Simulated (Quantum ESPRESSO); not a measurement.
# PBE against PBEsol, LDA over 9 crystals

Computed electronic dielectric constant at each level. The value is the mean of the clamped-ion tensor's diagonal. Brackets give the space group and the cell's volume in Å³ per atom. Among the elements in a form other than the usual one at room conditions: C. Not every cell is the stable form of its formula. Spin polarisation and spin-orbit coupling are off unless named.

- PBE: Quantum ESPRESSO (PseudoDojo 0.4.1 SR PBE standard) for KF, KBr, SrCl2, NaI, CaO, C, BP; Quantum ESPRESSO (GBRV 1.5 PBE) for NaF, NaCl; cutoffs 612 to 1197 eV; k meshes of 64 to 1568 points
- PBEsol: Quantum ESPRESSO (PseudoDojo 0.4.1 SR PBEsol standard) for KF, KBr, SrCl2, CaO, C; Quantum ESPRESSO (GBRV 1.5 PBEsol) for NaF, NaCl, NaI, BP; cutoffs 612 to 1143 eV; k meshes of 64 to 1568 points
- LDA: Quantum ESPRESSO (PseudoDojo 0.4.1 SR LDA standard) for KF, KBr, SrCl2, CaO, C; Quantum ESPRESSO (GBRV 1.5 LDA) for NaF, NaCl, NaI, BP; cutoffs 612 to 1143 eV; k meshes of 64 to 1568 points

| crystal | PBE | PBEsol | LDA |
| --- | --- | --- | --- |
| NaF (Fm-3m; 12.49) | 1.872 | 1.894 | 1.912 |
| KF (Fm-3m; 19.07) | 1.981 | 2.004 | 2.021 |
| NaCl (Fm-3m; 21.81) | 2.533 | 2.579 | 2.619 |
| KBr (Fm-3m; 35.94) | 2.553 | 2.589 | 2.626 |
| SrCl2 (Fm-3m; 28.30) | 2.916 | 2.970 | 3.007 |
| NaI (Fm-3m; 33.90) | 3.381 | 3.423 | 3.460 |
| CaO (Fm-3m; 13.89) | 3.777 | 3.831 | 3.833 |
| C (P6_3/mmc, 4 atoms; 5.67) | 5.652 | 5.695 | 5.628 |
| BP (F-43m; 11.68) | 9.118 | 9.308 | 9.205 |

Problem. How do the values move from PBE?

Solution. PBEsol lies above PBE in 9 of 9 crystals, with a median shift of +1.4 % (+0.8 % for C to +2.1 % for BP). LDA lies above PBE in 8 of 9 crystals, with a median shift of +2.1 % (-0.4 % for C to +3.4 % for NaCl). The figures use the values as printed. Crystals with small gaps need finer meshes and spin-orbit coupling for this value. Values hold for the database cell as given, which isn't always the measured one. LDA stands for any of its common fits to the electron gas. Columns can differ in potentials, cutoffs and task within a row, which adds scatter of its own.
